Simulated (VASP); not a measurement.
A VASP 6.6.1 single-point calculation on ZnSe

INCAR

```
GGA = PE
SIGMA = 0.01
NELM = 51
IBRION = -1
LCHARG = .FALSE.
NSW = 0
EDIFF = 1E-7
ENCUT = 520
PREC = Accurate
LWAVE = .FALSE.
ISIF = 2
ISMEAR = -5
LREAL = .FALSE.
NBANDS = 11
LASPH = .TRUE.
```

KPOINTS

```
KPOINTS created by Atomic Simulation Environment
0
Gamma
8 8 8
0 0 0
```

POSCAR

```
Zn Se
 1.0000000000000000
    -0.0000000000000000    2.8324206843821043    2.8324206843821043
     2.8324206843821043    0.0000000000000000    2.8324206843821043
     2.8324206843821043    2.8324206843821043    0.0000000000000000
 Zn  Se
   1   1
Cartesian
  0.0000000000000000 -0.0000000000000000  0.0000000000000000
  1.4162103421910519  1.4162103421910519  1.4162103421910519
```

The recommended PBE PAW datasets give the neutral cell 18 valence electrons.

Command

```
mpirun -np 1 vasp_std
```

OSZICAR

```
N       E                     dE             d eps       ncg     rms          rms(c)
DAV:   1     0.852947782420E+02    0.85295E+02   -0.91203E+03   638   0.186E+03
DAV:   2    -0.662343533536E-01   -0.85361E+02   -0.83273E+02   659   0.299E+02
DAV:   3    -0.620341655717E+01   -0.61372E+01   -0.61164E+01   716   0.773E+01
DAV:   4    -0.630646145877E+01   -0.10304E+00   -0.10290E+00   713   0.102E+01
DAV:   5    -0.630730182627E+01   -0.84037E-03   -0.84028E-03   722   0.827E-01    0.476E+00
DAV:   6    -0.603285182687E+01    0.27445E+00   -0.83504E-01   950   0.347E+01    0.367E+00
DAV:   7    -0.601860621217E+01    0.14246E-01   -0.27532E-01   659   0.545E+00    0.151E+00
DAV:   8    -0.601880547682E+01   -0.19926E-03   -0.44121E-03   701   0.746E-01    0.508E-01
DAV:   9    -0.601902883026E+01   -0.22335E-03   -0.11578E-03   697   0.558E-01    0.695E-02
DAV:  10    -0.601909311041E+01   -0.64280E-04   -0.14912E-04   709   0.237E-01    0.244E-02
DAV:  11    -0.601912462052E+01   -0.31510E-04   -0.52451E-05   674   0.827E-02    0.619E-03
DAV:  12    -0.601912525890E+01   -0.63837E-06   -0.37783E-06   784   0.179E-02    0.222E-03
DAV:  13    -0.601912550789E+01   -0.24899E-06   -0.11444E-06   668   0.124E-02    0.130E-03
DAV:  14    -0.601912553752E+01   -0.29634E-07   -0.32969E-08   466   0.161E-03
   1 F= -.60191255E+01 E0= -.60191255E+01  d E =0.000000E+00
```

From OUTCAR

```
k-points           NKPTS =     29   k-points in BZ     NKDIM =     29   number of bands    NBANDS=     11

   NELECT =      18.0000    total number of electrons

   dimension x,y,z NGX =    30 NGY =   30 NGZ =   30
   dimension x,y,z NGXF=    60 NGYF=   60 NGZF=   60

  energy-cutoff  :      520.00
  volume of cell :       45.45
      direct lattice vectors                 reciprocal lattice vectors
     0.000000000  2.832420684  2.832420684    -0.176527450  0.176527450  0.176527450
     2.832420684  0.000000000  2.832420684     0.176527450 -0.176527450  0.176527450
     2.832420684  2.832420684  0.000000000     0.176527450  0.176527450 -0.176527450

 k-points in reciprocal lattice and weights: KPOINTS created by Atomic Simulation Env
   0.00000000  0.00000000  0.00000000       0.002
   0.12500000  0.00000000  0.00000000       0.016
   0.25000000  0.00000000  0.00000000       0.016
   0.37500000  0.00000000  0.00000000       0.016
   0.50000000  0.00000000  0.00000000       0.008
   0.12500000  0.12500000  0.00000000       0.012
   0.25000000  0.12500000  0.00000000       0.047
   0.37500000  0.12500000  0.00000000       0.047
   ...

 E-fermi :   1.6903

 k-point     1 :       0.0000    0.0000    0.0000
  band No.  band energies     occupation
      1     -11.6428      2.00000
      2      -4.9255      2.00000
      3      -4.9255      2.00000
      4      -4.9255      2.00000
      5      -4.5544      2.00000
      6      -4.5544      2.00000
      7       1.6257      2.00000
      8       1.6257      2.00000
      9       1.6257      2.00000
     10       2.9220      0.00000
     11       7.4258      0.00000

 k-point     2 :       0.1250    0.0000    0.0000
  band No.  band energies     occupation
      1     -11.5418      2.00000
      2      -4.9186      2.00000
      3      -4.9096      2.00000
      4      -4.9096      2.00000
      5      -4.5558      2.00000
      6      -4.5558      2.00000
      7       0.3069      2.00000
      8       1.4733      2.00000
      9       1.4733      2.00000
     10       3.9074      0.00000
     11       7.3713      0.00000

 k-point     3 :       0.2500    0.0000    0.0000
  band No.  band energies     occupation
      1     -11.2797      2.00000
      2      -4.8746      2.00000
      3      -4.8746      2.00000
      4      -4.8634      2.00000
      5      -4.5543      2.00000
      6      -4.5543      2.00000
      7      -1.4249      2.00000
      8       1.1476      2.00000
      9       1.1476      2.00000
     10       4.3773      0.00000
     11       8.0590      0.00000

 k-point     4 :       0.3750    0.0000    0.0000
  band No.  band energies     occupation
      1     -10.9851      2.00000
      2      -4.8466      2.00000
      3      -4.8466      2.00000
      4      -4.6685      2.00000
      5      -4.5436      2.00000
      6      -4.5436      2.00000
      7      -2.8697      2.00000
      8       0.8641      2.00000
      9       0.8641      2.00000
     10       4.2555      0.00000
     11       8.0740      0.00000

 k-point     5 :       0.5000    0.0000    0.0000
  band No.  band energies     occupation
      1     -10.8512      2.00000
      2      -4.8376      2.00000
      3      -4.8376      2.00000
      4      -4.5359      2.00000
      5      -4.5359      2.00000
      6      -4.3952      2.00000
      7      -3.6118      2.00000
      8       0.7556      2.00000
      9       0.7556      2.00000
     10       4.1709      0.00000
     11       8.0057      0.00000

 ...

  Total        0.6931083      0.6931083      0.6931083      0.0000000      0.0000000      0.0000000
  in kB       24.4347794     24.4347794     24.4347794      0.0000000      0.0000000      0.0000000
  external PRESSURE =      24.4347794 kB  Pullay stress =       0.0000000 kB

 POSITION                                       TOTAL-FORCE (eV/Angst)
 -----------------------------------------------------------------------------------
      0.00000      0.00000      0.00000        -0.000000     -0.000000     -0.000000
      1.41621      1.41621      1.41621         0.000000      0.000000      0.000000
 -----------------------------------------------------------------------------------
    total drift:                               -0.000001     -0.000001     -0.000001

  FREE ENERGIE OF THE ION-ELECTRON SYSTEM (eV)
  ---------------------------------------------------
  free  energy   TOTEN  =        -6.0191255375 eV

  energy  without entropy=       -6.0191255375  energy(sigma->0) =       -6.01912554
```

It converged. Results: gap between bands v and c on the k mesh 1.30 eV; least direct gap on the k mesh 1.30 eV; pressure 2.4 GPa. Band v is the last that the valence electrons fill when counted band by band, and c is the next.

For comparison, a separate PBE run of the intended cell, on usual settings and not on those above, gives a gap of 1.30 eV on its mesh and a pressure of 2.4 GPa.

The run above took about 15 s on one core of a shared host (Intel Xeon Platinum 8488C) and held 0.17 GiB at most.
